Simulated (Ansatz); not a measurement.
# SiO2 (Cristobalite high): the cost of one run

Program: Ansatz 0.2.0. Level of theory: DFT, PBE, plane-wave PAW, default files, scalar-relativistic, frozen cores, as far as a step names no other. These are calculated values, not measurements.

1 further run of the same task is left out (it didn't finish).

### Step 1. Starting point

Symmetry: P2_13, No. 198, cubic system. The conventional cell has a = 7.160 Å, b = 7.160 Å, c = 7.160 Å, α = 90.00°, β = 90.00°, γ = 90.00°. Si (site symmetry 3) is surrounded by 4 O at 1.60 to 1.61 Å. Si (site symmetry 3) has 4 O at 1.65 to 1.67 Å as nearest neighbours. Around O (site symmetry 3) lie 2 Si at 1.61 to 1.65 Å. O (site symmetry 1) has 2 Si at 1.60 to 1.67 Å as nearest neighbours.

Structure file:

```
CELL_PARAMETERS angstrom
7.16000 0.00000 0.00000
0.00000 7.16000 0.00000
0.00000 0.00000 7.16000
ATOMIC_POSITIONS crystal
Si 0.25500 0.25500 0.25500
Si 0.24500 0.74500 0.75500
Si 0.75500 0.24500 0.74500
Si 0.74500 0.75500 0.24500
Si 0.99200 0.99200 0.99200
Si 0.50800 0.00800 0.49200
Si 0.49200 0.50800 0.00800
Si 0.00800 0.49200 0.50800
O 0.12500 0.12500 0.12500
O 0.37500 0.87500 0.62500
O 0.62500 0.37500 0.87500
O 0.87500 0.62500 0.37500
O 0.66000 0.66000 0.06200
O 0.84000 0.34000 0.56200
O 0.16000 0.84000 0.93800
O 0.34000 0.16000 0.43800
O 0.06200 0.66000 0.66000
O 0.56200 0.84000 0.34000
O 0.93800 0.16000 0.84000
O 0.43800 0.34000 0.16000
O 0.66000 0.06200 0.66000
O 0.34000 0.56200 0.84000
O 0.84000 0.93800 0.16000
O 0.16000 0.43800 0.34000
```

The earlier run gave: gap on the mesh 4.18 eV, largest force 3.484 eV/Å, pressure 3.1 GPa.

Like atoms gathered into sites:

| site | atoms | first shell | V_zz (10²¹ V/m²) | η | C_Q (MHz) |
| --- | --- | --- | --- | --- | --- |
| Si1 | 1, 2, 3, 4 | 4 O at 1.60–1.61 Å | -1.52 | 0.00 | – |
| Si5 | 5, 6, 7, 8 | 4 O at 1.65–1.67 Å | 2.52 | 0.00 | – |
| O9 | 9, 10, 11, 12 | 2 Si at 1.61–1.65 Å, angle 180° | 11.18 | 0.00 | -6.92 (¹⁷O) |
| O13 | 13, 14, 15, 16, … | 2 Si at 1.60–1.67 Å, angle 138° | 9.65 | 0.61 | -5.97 (¹⁷O) |

C_Q = eQV_zz/h, which is 24.18 MHz for Q = 1 b and V_zz = 10²¹ V/m²; η = (V_xx − V_yy)/V_zz. Nuclear quadrupole moments: year-2017 set (Pyykkö). A dash under C_Q marks elements without a common quadrupolar isotope.

### Step 2. Ions relaxed at fixed cell

Contents of input.yaml:

```yaml
crystal:
  lattice:
    - [7.16, 0.0, 0.0]
    - [0.0, 7.16, 0.0]
    - [0.0, 0.0, 7.16]
  atoms:
    - { symbol: Si, position: [0.255, 0.255, 0.255] }
    - { symbol: Si, position: [0.245, 0.745, 0.755] }
    - { symbol: Si, position: [0.755, 0.245, 0.745] }
    - { symbol: Si, position: [0.745, 0.755, 0.245] }
    - { symbol: Si, position: [0.992, 0.992, 0.992] }
    - { symbol: Si, position: [0.508, 0.008, 0.492] }
    - { symbol: Si, position: [0.492, 0.508, 0.008] }
    - { symbol: Si, position: [0.008, 0.492, 0.508] }
    - { symbol: O, position: [0.125, 0.125, 0.125] }
    - { symbol: O, position: [0.375, 0.875, 0.625] }
    - { symbol: O, position: [0.625, 0.375, 0.875] }
    - { symbol: O, position: [0.875, 0.625, 0.375] }
    - { symbol: O, position: [0.66, 0.66, 0.062] }
    - { symbol: O, position: [0.84, 0.34, 0.562] }
    - { symbol: O, position: [0.16, 0.84, 0.938] }
    - { symbol: O, position: [0.34, 0.16, 0.438] }
    - { symbol: O, position: [0.062, 0.66, 0.66] }
    - { symbol: O, position: [0.562, 0.84, 0.34] }
    - { symbol: O, position: [0.938, 0.16, 0.84] }
    - { symbol: O, position: [0.438, 0.34, 0.16] }
    - { symbol: O, position: [0.66, 0.062, 0.66] }
    - { symbol: O, position: [0.34, 0.562, 0.84] }
    - { symbol: O, position: [0.84, 0.938, 0.16] }
    - { symbol: O, position: [0.16, 0.438, 0.34] }
kpoints:
  mp_grid: { grid: [4, 4, 4] }
scf:
  occupations: { method: fermi_dirac, width: 0.02 }
hamiltonian:
  xc: pbe
  pseudopotentials: { kind: paw, frozen_core: stored }
output:
  forces: true
  stress: true
  populations: true
  efg: { quadrupole_moments_barn: { O: -0.02558 } }
relax:
  f_tol: 0.02
  max_steps: 60
```

The run is started by

```bash
$ ansatz run input.yaml --threads 4 --pin off --max-ram 8192MiB --backend cpu --events-out ev --progress --plain --runs-dir out
```

What time and memory should one allow on 4 threads of Intel Xeon 6975P-C (Granite Rapids), shared host?

About 21 s, with a peak of 1.1 GiB.
